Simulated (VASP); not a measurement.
# FeGe23 (a cell with a defect) in VASP: notebook

One crystal, FeGe23 (a cell with a defect), is run at these levels: PBEsol+U; tasks: single point, relaxation of the atoms.

Everything below comes from runs of VASP 6.6.1. Logs are shortened: lines on timing, memory, paths and dates and some standing lists are left out, and cuts for length are marked.

**1. The crystal as given**

The cell holds a defect, 24 atoms: a = 12.001 Å, b = 8.001 Å, c = 8.001 Å, α = 60.00°, β = 60.00°, γ = 60.00°.

**2. Single point, PBEsol+U, collinear spin, zero start**

INCAR

```
ALGO = Normal ; EDIFF = 1E-5
ENCUT = 350 ; GGA = PS
ISIF = 2 ; ISMEAR = 0
ISPIN = 2 ; KPAR = 2
LASPH = True ; LCHARG = False
LDAU = True ; LDAUJ = 0 0
LDAUL = 2 -1 ; LDAUPRINT = 1
LDAUTYPE = 2 ; LDAUU = 4 0
LMAXMIX = 4 ; LORBIT = 11
LREAL = Auto ; LWAVE = False
MAGMOM = 0 0 0 0 0 0 0 0 0 0 0 0 0 0 0 0 0 0 0 0 0 0 0 0 ; NBANDS = 187
NELM = 120 ; NUPDOWN = 0
PREC = Accurate ; SIGMA = 0.03
```

KPOINTS

```
k-points
0
Gamma
  2 2 2
```

POSCAR

```
FeGe23
1.0
    0.0000000000      8.4863100000      8.4863100000
    5.6575400000      0.0000000000      5.6575400000
    5.6575400000      5.6575400000      0.0000000000
Fe Ge
1 23
Direct
    0.0000000000      0.0000000000      0.0000000000
    0.0000000000      0.0000000000      0.5000000000
    0.0000000000      0.5000000000      0.0000000000
    0.0000000000      0.5000000000      0.5000000000
    0.3333330000      0.0000000000      0.0000000000
    0.3333330000      0.0000000000      0.5000000000
    0.3333330000      0.5000000000      0.0000000000
    0.3333330000      0.5000000000      0.5000000000
    0.6666670000      0.0000000000      0.0000000000
    0.6666670000      0.0000000000      0.5000000000
    0.6666670000      0.5000000000      0.0000000000
    0.6666670000      0.5000000000      0.5000000000
    0.0833333333      0.1250000000      0.1250000000
    0.0833333333      0.1250000000      0.6250000000
    0.0833333333      0.6250000000      0.1250000000
    0.0833333333      0.6250000000      0.6250000000
    0.4166663333      0.1250000000      0.1250000000
    0.4166663333      0.1250000000      0.6250000000
    0.4166663333      0.6250000000      0.1250000000
    0.4166663333      0.6250000000      0.6250000000
    0.7500003333      0.1250000000      0.1250000000
    0.7500003333      0.1250000000      0.6250000000
    0.7500003333      0.6250000000      0.1250000000
    0.7500003333      0.6250000000      0.6250000000
```

Potentials or basis: VASP PAW PBE potentials, release 64 (Fe, Ge_d).

Launch:

```
$ cat potpaw_PBE.64/Fe/POTCAR potpaw_PBE.64/Ge_d/POTCAR > POTCAR
$ mpirun -np 4 vasp_std > vasp.out
```

OUTCAR:

```text
EDIFF = 1E-5
   ENCUT = 350
   GGA = PS
   ISIF = 2
   ISMEAR = 0
   ISPIN = 2
   LASPH = True
   LORBIT = 11
   LREAL = Auto
   NELM = 120
   NUPDOWN = 0
   PREC = Accurate

 ion  position               nearest neighbor table
   1  0.000  0.000  0.000-  21 2.45  13 2.45  15 2.45  14 2.45
   2  0.000  0.000  0.500-  22 2.45  14 2.45  16 2.45  13 2.45
   3  0.000  0.500  0.000-  23 2.45  15 2.45  16 2.45  13 2.45
   4  0.000  0.500  0.500-  24 2.45  16 2.45  14 2.45  15 2.45
   5  0.333  0.000  0.000-  13 2.45  17 2.45  18 2.45  19 2.45
   6  0.333  0.000  0.500-  14 2.45  18 2.45  17 2.45  20 2.45
[... 16 lines left out ...]
  23  0.750  0.625  0.125-   3 2.45  11 2.45   9 2.45  12 2.45
  24  0.750  0.625  0.625-   4 2.45  12 2.45  11 2.45  10 2.45

  LATTYP: Found a face centered orthorhombic cell.
 ALAT       =     8.0009697977
 B/A-ratio  =     1.7320508076
 C/A-ratio  =     2.4494897428

  Lattice vectors:

 A1 = (   0.0000000000,   8.4863100000,   8.4863100000)
 A2 = (  -5.6575400000,   2.8287700000,   8.4863100000)
 A3 = (   5.6575400000,   0.0000000000,   5.6575400000)

Analysis of symmetry for initial positions (statically):
=====================================================================
 Subroutine PRICEL returns:
 Original cell was already a primitive cell.

 Routine SETGRP: Setting up the symmetry group for a
 face centered orthorhombic supercell.

 Subroutine GETGRP returns: Found  2 space group operations
 (whereof  2 operations were pure point group operations)
 out of a pool of  8 trial point group operations.

The static configuration has the point symmetry C_1h.

Analysis of symmetry for dynamics (positions and initial velocities):
=====================================================================
 Subroutine PRICEL returns:
 Original cell was already a primitive cell.

 Routine SETGRP: Setting up the symmetry group for a
 face centered orthorhombic supercell.

 Subroutine GETGRP returns: Found  2 space group operations
 (whereof  2 operations were pure point group operations)
 out of a pool of  8 trial point group operations.

The dynamic configuration has the point symmetry C_1h.

Analysis of structural, dynamic, and magnetic symmetry:
=====================================================================
 Subroutine PRICEL returns:
 Original cell was already a primitive cell.

 Routine SETGRP: Setting up the symmetry group for a
 face centered orthorhombic supercell.

 Subroutine GETGRP returns: Found  2 space group operations
 (whereof  2 operations were pure point group operations)
 out of a pool of  8 trial point group operations.

The overall configuration has the point symmetry C_1h.

 Subroutine INISYM returns: Found  2 space group operations
 (whereof  2 operations are pure point group operations),
 and found     1 'primitive' translations

----------------------------------------------------------------------------------------

                                     Primitive cell

  volume of cell :     543.2555

  direct lattice vectors                    reciprocal lattice vectors
     0.000000000  8.486310000  8.486310000    -0.058918423  0.058918423  0.058918423
     5.657540000  0.000000000  5.657540000     0.088377634 -0.088377634  0.088377634
     5.657540000  5.657540000  0.000000000     0.088377634  0.088377634 -0.088377634

  length of vectors
    12.001454697  8.000969798  8.000969798     0.102049702  0.153074553  0.153074553

  position of ions in fractional coordinates (direct lattice)
     0.000000000  0.000000000  0.000000000
     0.000000000  0.000000000  0.500000000
     0.000000000  0.500000000  0.000000000
     0.000000000  0.500000000  0.500000000
     0.333333000  0.000000000  0.000000000
     0.333333000  0.000000000  0.500000000
[... 16 lines left out ...]
     0.750000333  0.625000000  0.125000000
     0.750000333  0.625000000  0.625000000

  ion indices of the primitive-cell ions
   primitive index   ion index
                 1           1
                 2           2
                 3           3
                 4           4
                 5           5
                 6           6
[... 87 lines left out ...]
   EFERMI_NEDOS =   21; number of points for ismear=-14 and -15
   IALGO  =     38    algorithm
   IMIX   =      4    mixing-type and parameters
     AMIX     =   0.40;   BMIX     =  1.00
     AMIX_MAG =   1.60;   BMIX_MAG =  1.00
  volume/ion in A,a.u.               =      22.64       152.75
  Fermi-wavevector in a.u.,A,eV,Ry     =   1.386473  2.620054 26.154581  1.922307
  Thomas-Fermi vector in A             =   2.510785
   LORBIT       =     11    0 simple, 1 ext, 2 COOP (PROOUT), +10 PAW based schemes
 LDA+U is selected, type is set to LDAUTYPE =  2
   angular momentum for each species LDAUL =     2   -1
   U (eV)           for each species LDAUU =   4.0  0.0
   J (eV)           for each species LDAUJ =   0.0  0.0
   GGA     = PS    functional components
[... 43 lines left out ...]
  o =  0.8961  v =  0.0000  0.0000  0.0000  0.0000  0.0000  0.0175  0.0462 -0.4993  0.0175  0.8648      0.0000  0.0000  0.0000  0.0000  0.0000  0.0000  0.0000  0.0000  0.0000  0.0000
  o =  0.8961  v =  0.0252  0.0091 -0.4997  0.0252  0.8654  0.0000  0.0000  0.0000  0.0000  0.0000      0.0000  0.0000  0.0000  0.0000  0.0000  0.0000  0.0000  0.0000  0.0000  0.0000
  o =  0.8962  v = -0.0108 -0.0000  0.8659  0.0108  0.4999  0.0000  0.0000  0.0000  0.0000  0.0000      0.0000  0.0000  0.0000  0.0000  0.0000  0.0000  0.0000  0.0000  0.0000  0.0000
  o =  0.8964  v =  0.0000  0.0000  0.0000  0.0000  0.0000 -0.0121 -0.0000  0.8659  0.0121  0.4999      0.0000  0.0000  0.0000  0.0000  0.0000  0.0000  0.0000  0.0000  0.0000  0.0000

 number of electron     329.9999970 magnetization      -0.0000000

 Free energy of the ion-electron system (eV)
  ---------------------------------------------------
  ext. energy  EPLUGINS =         0.00000000
  ---------------------------------------------------
  free energy    TOTEN  =      -114.64538670 eV

  energy without entropy =     -114.64289118  energy(sigma->0) =     -114.64413894

 E-fermi :   4.3490     XC(G=0): -10.0951

 val. band max:        4.3218975029   @ k =   0.0000   0.0000   0.0000
 cond. band min:       4.3780720949   @ k =   0.5000   0.5000   0.5000
 fundamental gap:      0.0561745920
 Fermi energy:         4.3498357110

 spin component 1

 k-point     1 :       0.0000    0.0000    0.0000
  band No.  band energies     occupation
      1     -20.1368      1.00000
      2     -20.1236      1.00000
      3     -20.1216      1.00000
      4     -20.1168      1.00000
      5     -20.1138      1.00000
      6     -20.1032      1.00000
[... 1069 lines left out ...]
    176       6.9547      0.00000
    177       6.9925      0.00000
 Fermi energy:         4.3490474333

 spin component 2

 k-point     1 :       0.0000    0.0000    0.0000
  band No.  band energies     occupation
      1     -20.1368      1.00000
      2     -20.1236      1.00000
      3     -20.1216      1.00000
      4     -20.1167      1.00000
      5     -20.1138      1.00000
      6     -20.1032      1.00000
[... 1069 lines left out ...]
    176       6.9529      0.00000
    177       6.9924      0.00000
 [bands above 177 left out]

------------------------ aborting loop because EDIFF is reached ----------------------------------------

  FORCE on cell =-STRESS in cart. coord.  units (eV):
  Direction    XX          YY          ZZ          XY          YZ          ZX
  --------------------------------------------------------------------------------------
  -------------------------------------------------------------------------------------
  Total       -2.7217402     -2.1629001     -2.1629001      1.6867286     -1.4990407      1.6867341
  in kB       -8.0269971     -6.3788572     -6.3788572      4.9745251     -4.4209932      4.9745415
  external PRESSURE =      -6.9282372 kB  Pullay stress =       0.0000000 kB

 VOLUME and BASIS-vectors are now :
 -----------------------------------------------------------------------------
  energy-cutoff  :      350.00
  volume of cell :      543.26
      direct lattice vectors                 reciprocal lattice vectors
     0.000000000  8.486310000  8.486310000    -0.058918423  0.058918423  0.058918423
     5.657540000  0.000000000  5.657540000     0.088377634 -0.088377634  0.088377634
     5.657540000  5.657540000  0.000000000     0.088377634  0.088377634 -0.088377634

 POSITION                                       TOTAL-FORCE (eV/Angst)
 -----------------------------------------------------------------------------------
      0.00000      0.00000      0.00000         0.044796     -0.099769     -0.099769
      2.82877      2.82877      0.00000        -0.034157      0.032708     -0.022373
      2.82877      0.00000      2.82877        -0.034157     -0.022373      0.032708
      5.65754      2.82877      2.82877         0.040520     -0.007440     -0.007440
      0.00000      2.82877      2.82877        -0.018096      0.024878      0.024878
      2.82877      5.65754      2.82877         0.004014      0.010449     -0.019005
[... 16 lines left out ...]
      4.24315      7.07193      9.90070         0.020209     -0.028422      0.015050
      7.07193      9.90070      9.90070         0.030541      0.029779      0.029779
 -----------------------------------------------------------------------------------
    total drift:                               -0.001195     -0.004113     -0.004114

  FREE ENERGIE OF THE ION-ELECTRON SYSTEM (eV)
  ---------------------------------------------------
  free  energy   TOTEN  =      -114.6453866961 eV

  energy  without entropy=     -114.6428911822  energy(sigma->0) =     -114.64413894

 total charge

# of ion       s       p       d       tot
------------------------------------------
    1        0.433   0.273   6.406   7.112
    2        1.125   1.259  10.022  12.406
    3        1.125   1.259  10.022  12.406
    4        1.122   1.262  10.022  12.406
    5        1.122   1.268  10.021  12.410
    6        1.117   1.271  10.021  12.410
[... 16 lines left out ...]
   23        1.116   1.274  10.022  12.412
   24        1.114   1.276  10.022  12.412
--------------------------------------------------
tot         26.228  29.336 236.897 292.461

 magnetization (x)

# of ion       s       p       d       tot
------------------------------------------
    1       -0.000   0.000  -0.002  -0.002
    2       -0.000   0.000   0.000   0.000
    3       -0.000   0.000   0.000   0.000
    4        0.000   0.000   0.000   0.000
    5        0.000   0.000   0.000   0.000
    6       -0.000  -0.000   0.000  -0.000
[... 16 lines left out ...]
   23        0.000  -0.000  -0.000  -0.000
   24       -0.000  -0.000   0.000  -0.000
--------------------------------------------------
tot         -0.000   0.001  -0.002  -0.001
```

It took 13 min on 4 MPI ranks of AMD EPYC 9R45 (Zen 5), shared host; peak memory 0.55 GiB.

What came out:

```yaml
Free_energy: -114.6454 eV
Largest_force: 1.089 eV/Å
Net_moment: 0.00 μB per cell
Valence_electrons_inside_the_program's_atomic_spheres: Fe 7.11; Ge 12.41, 12.39, 12.40
```

Forces on the atoms (eV/Å):
```
Fe   0.045 -0.100 -0.100
Ge  -0.034  0.033 -0.022
Ge  -0.034 -0.022  0.033
Ge   0.041 -0.007 -0.007
Ge  -0.018  0.025  0.025
Ge   0.004  0.010 -0.019
Ge   0.004 -0.019  0.010
Ge  -0.011 -0.015 -0.015
Ge  -0.123  0.074  0.074
Ge  -0.051  0.036  0.021
Ge  -0.051  0.021  0.036
Ge  -0.022 -0.001 -0.001
Ge  -0.578 -0.633 -0.633
Ge   0.610  0.654 -0.621
Ge   0.610 -0.621  0.654
Ge   0.049 -0.028 -0.028
Ge   0.005 -0.018 -0.018
Ge   0.038 -0.034 -0.014
Ge   0.038 -0.014 -0.034
Ge  -0.004  0.024  0.024
Ge  -0.588  0.618  0.618
Ge   0.020  0.015 -0.028
Ge   0.020 -0.028  0.015
Ge   0.031  0.030  0.030
```

Eigenvalues of the final occupation matrices:
```
    site  spin  trace               eigenvalues
site 1 d     1   3.21  0.46 0.46 0.50 0.90 0.90
site 1 d     2   3.21  0.46 0.46 0.50 0.90 0.90
```

Caveat: the k mesh is coarse (spacing up to 0.48 Å⁻¹), so the values aren't converged; the cutoff is under 1.25 times the usual one of these potentials, so pressure, stress and relaxed cells hold a basis-set (Pulay) error; the PAW data sets were made with another functional, which shifts forces and pressure a little; the total moment is fixed, so each spin has its own Fermi level; the U is typed as a test and isn't derived for this compound. The state reached can hang on the start; a lower one may exist.

**3. Relaxation of the atoms, PBEsol+U, collinear spin, ferromagnetic start**

INCAR

```
ALGO = Normal ; EDIFF = 1E-5
EDIFFG = -0.03 ; ENCUT = 350
GGA = PS ; IBRION = 2
ISIF = 2 ; ISMEAR = 0
ISPIN = 2 ; KPAR = 2
LASPH = True ; LCHARG = False
LDAU = True ; LDAUJ = 0 0
LDAUL = 2 -1 ; LDAUPRINT = 1
LDAUTYPE = 2 ; LDAUU = 4 0
LMAXMIX = 4 ; LORBIT = 11
LREAL = Auto ; LWAVE = False
MAGMOM = 4 0 0 0 0 0 0 0 0 0 0 0 0 0 0 0 0 0 0 0 0 0 0 0 ; NELM = 120
NSW = 40 ; PREC = Accurate
SIGMA = 0.03
```

KPOINTS is that of step 2.

POSCAR is that of step 2.

Potentials or basis: VASP PAW PBE potentials, release 64 (Fe, Ge_d).

Launch:

```
$ cat potpaw_PBE.64/Fe/POTCAR potpaw_PBE.64/Ge_d/POTCAR > POTCAR
$ mpirun -np 4 vasp_std > vasp.out
```

Run time: 41 min. Hardware: 4 MPI ranks of AMD EPYC 9R45 (Zen 5), shared host; peak memory 0.56 GiB.

Results (log left out):

```yaml
Free_energy: -116.7271 eV
Energy_gained_by_relaxing: 1.8 meV/atom
Ionic_steps: 14
Largest_force_after_relaxing: 0.030 eV/Å
Band_gap_on_the_k_mesh: none (metal or under the smearing width)
Net_moment: 2.75 μB per cell
Site_moments: Fe +2.96; Ge -0.00, +0.00, -0.01, -0.06, -0.05 μB
Valence_electrons_inside_the_program's_atomic_spheres: Fe 7.06; Ge 12.39, 12.38, 12.42, 12.41, 12.40
```

Forces on the atoms (eV/Å):
```
Fe  -0.019  0.011  0.011
Ge   0.005 -0.002 -0.007
Ge   0.005 -0.007 -0.002
Ge   0.006  0.001  0.001
Ge   0.009  0.013  0.013
Ge  -0.008 -0.005  0.013
Ge  -0.008  0.013 -0.005
Ge   0.020 -0.014 -0.014
Ge   0.006  0.001  0.001
Ge   0.003  0.008  0.002
Ge   0.003  0.002  0.008
Ge   0.004  0.000  0.000
Ge   0.013  0.019  0.019
Ge  -0.004 -0.028  0.004
Ge  -0.004  0.004 -0.028
Ge  -0.003 -0.001 -0.001
Ge  -0.012  0.003  0.003
Ge   0.000  0.000 -0.015
Ge   0.000 -0.015  0.000
Ge   0.004  0.001  0.001
Ge  -0.004 -0.008 -0.008
Ge   0.000  0.002  0.001
Ge   0.000  0.001  0.002
Ge  -0.015  0.000  0.000
```

The path:
| step | energy change (eV) | largest force (eV/Å) | pressure (GPa) |
| --- | --- | --- | --- |
| 1 | 0.0000 | 0.4205 | 0.28 |
| 2 | -0.0250 | 0.2416 | 0.29 |
| 3 | -0.0319 | 0.1260 | 0.28 |
| 4 | -0.0363 | 0.0841 | 0.28 |
| 5 | -0.0369 | 0.0733 | 0.26 |
| 6 | -0.0367 | 0.0813 | 0.24 |
| 7 | -0.0371 | 0.0841 | 0.28 |
| 8 | -0.0370 | 0.0689 | 0.25 |
| 9 | -0.0371 | 0.0784 | 0.27 |
| 10 | -0.0390 | 0.0487 | 0.24 |
| 11 | -0.0396 | 0.0540 | 0.25 |
| 12 | -0.0402 | 0.0662 | 0.26 |
| 13 | -0.0418 | 0.0345 | 0.26 |
| 14 | -0.0421 | 0.0298 | 0.25 |

Final structure:
```yaml
crystal:
  lattice:
    - [0.00000, 8.48631, 8.48631]
    - [5.65754, 0.00000, 5.65754]
    - [5.65754, 5.65754, 0.00000]
  atoms:
    - { symbol: Fe, position: [0.00280, 0.99889, 0.99889] }
    - { symbol: Ge, position: [0.99847, 0.99943, 0.50139] }
    - { symbol: Ge, position: [0.99847, 0.50139, 0.99943] }
    - { symbol: Ge, position: [0.99865, 0.50123, 0.50123] }
    - { symbol: Ge, position: [0.33117, 0.00163, 0.00163] }
    - { symbol: Ge, position: [0.33360, 0.00051, 0.49857] }
    - { symbol: Ge, position: [0.33360, 0.49857, 0.00051] }
    - { symbol: Ge, position: [0.33366, 0.49969, 0.49969] }
    - { symbol: Ge, position: [0.66765, 0.00123, 0.00123] }
    - { symbol: Ge, position: [0.66538, 0.00255, 0.49647] }
    - { symbol: Ge, position: [0.66538, 0.49647, 0.00255] }
    - { symbol: Ge, position: [0.66814, 0.49917, 0.49917] }
    - { symbol: Ge, position: [0.08220, 0.12429, 0.12429] }
    - { symbol: Ge, position: [0.08460, 0.12255, 0.62749] }
    - { symbol: Ge, position: [0.08460, 0.62749, 0.12255] }
    - { symbol: Ge, position: [0.08329, 0.62526, 0.62526] }
    - { symbol: Ge, position: [0.41816, 0.12371, 0.12371] }
    - { symbol: Ge, position: [0.41540, 0.12521, 0.62690] }
    - { symbol: Ge, position: [0.41540, 0.62690, 0.12521] }
    - { symbol: Ge, position: [0.41733, 0.62473, 0.62473] }
    - { symbol: Ge, position: [0.75801, 0.12108, 0.12108] }
    - { symbol: Ge, position: [0.74809, 0.12413, 0.62662] }
    - { symbol: Ge, position: [0.74809, 0.62662, 0.12413] }
    - { symbol: Ge, position: [0.74783, 0.62726, 0.62726] }
```

Levels at points of the mesh, in eV from the Fermi level:
Spin up:
| k point | band 163 | band 164 | band 165 | band 166 | band 167 | band 168 | band 169 | band 170 |
| --- | --- | --- | --- | --- | --- | --- | --- | --- |
| (0.00, 0.00, 0.00) | -0.60 | -0.18 | -0.15 | 0.41 | 0.57 | 0.70 | 0.73 | 0.78 |
| (0.50, 0.00, 0.00) | -0.70 | -0.57 | -0.12 | -0.11 | 0.55 | 0.67 | 0.88 | 0.88 |
| (0.00, 0.50, 0.00) | -1.07 | -0.82 | -0.52 | -0.49 | 0.27 | 0.49 | 0.99 | 1.26 |
| (0.50, 0.00, 0.50) | -1.23 | -1.21 | -1.06 | -0.68 | -0.37 | 0.38 | 1.70 | 1.71 |
| (0.00, 0.50, 0.50) | -1.13 | -1.11 | -0.98 | -0.46 | -0.15 | 0.54 | 1.35 | 1.44 |
| (0.50, 0.50, 0.50) | -1.11 | -1.00 | -0.81 | -0.72 | -0.15 | 0.32 | 1.66 | 1.79 |
Spin down:
| k point | band 161 | band 162 | band 163 | band 164 | band 165 | band 166 | band 167 | band 168 |
| --- | --- | --- | --- | --- | --- | --- | --- | --- |
| (0.00, 0.00, 0.00) | -0.11 | -0.09 | 0.09 | 0.41 | 0.60 | 0.69 | 0.72 | 0.79 |
| (0.50, 0.00, 0.00) | -0.65 | -0.12 | -0.11 | 0.48 | 0.67 | 0.70 | 0.87 | 0.96 |
| (0.00, 0.50, 0.00) | -0.65 | -0.49 | -0.39 | -0.22 | 0.85 | 0.98 | 1.20 | 1.36 |
| (0.50, 0.00, 0.50) | -0.99 | -0.90 | -0.74 | -0.41 | 0.77 | 1.25 | 1.59 | 1.70 |
| (0.00, 0.50, 0.50) | -1.01 | -0.77 | -0.49 | -0.21 | 0.91 | 1.18 | 1.32 | 1.45 |
| (0.50, 0.50, 0.50) | -0.79 | -0.74 | -0.72 | -0.44 | 0.72 | 1.24 | 1.66 | 1.71 |

Eigenvalues of the final occupation matrices:
```
    site  spin  trace               eigenvalues
site 1 d     1   4.58  0.89 0.89 0.92 0.93 0.93
site 1 d     2   1.67  0.02 0.02 0.16 0.73 0.74
```

Caveat: the k mesh is coarse (spacing up to 0.48 Å⁻¹), so the values aren't converged; the cutoff is under 1.25 times the usual one of these potentials, so pressure, stress and relaxed cells hold a basis-set (Pulay) error; the PAW data sets were made with another functional, which shifts forces and pressure a little; the U is typed as a test and isn't derived for this compound.
